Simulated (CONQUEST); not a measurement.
# Sc under changes of volume

One of the cells (25.253 Å³/atom); the others are scaled copies at fixed shape and fractional positions:

```
Sc
1.0
     3.43521    0.00000    0.00000
     0.00000    3.83441    0.00000
     0.00000    0.00000    3.83441
Sc
2
Direct
  0.00000 0.00000 0.00000
  0.50000 0.50000 0.50000
```

This isn't the form of Sc at room conditions, which is hcp.

```yaml
Program: CONQUEST 1.3
Functional: PBE
Potentials_or_basis: PseudoDojo NC PBE, DZP, grid of 36 × 40 × 40 points
k_mesh: 8 × 7 × 7
Occupations: fermi-dirac, width 0.05 eV
Spin: no spin polarisation
```

```csv
volume (Å³/atom),energy over the lowest point (meV/atom),pressure (GPa)
23.738,?,?
24.243,4.03,1.5
24.748,1.35,0.5
25.253,0.00,0.0
25.758,2.57,-1.5
26.264,9.48,-2.8
26.769,18.67,-2.5
```

Problem. What does the run at 23.738 Å³/atom give?

Solution. Energy over the lowest point 11.28 meV/atom; pressure 3.3 GPa.

Worked out: A Birch-Murnaghan fit of order 3 (a polynomial in V^(-2/3)) to the other rows has its minimum at 25.10 Å³/atom with B0 = V·E''(V) = 48 GPa (rough, since the energies scatter) at fixed shape and positions, which overstates the stiffness. It gives 9.50 meV/atom at 23.738 Å³/atom, against the run's 11.28, and -dE/dV = 1.9 GPa, against 3.3.

Energies are extrapolated to zero smearing.

Caveats: the basis of atomic orbitals isn't converged, which shifts pressures, moduli and gaps.
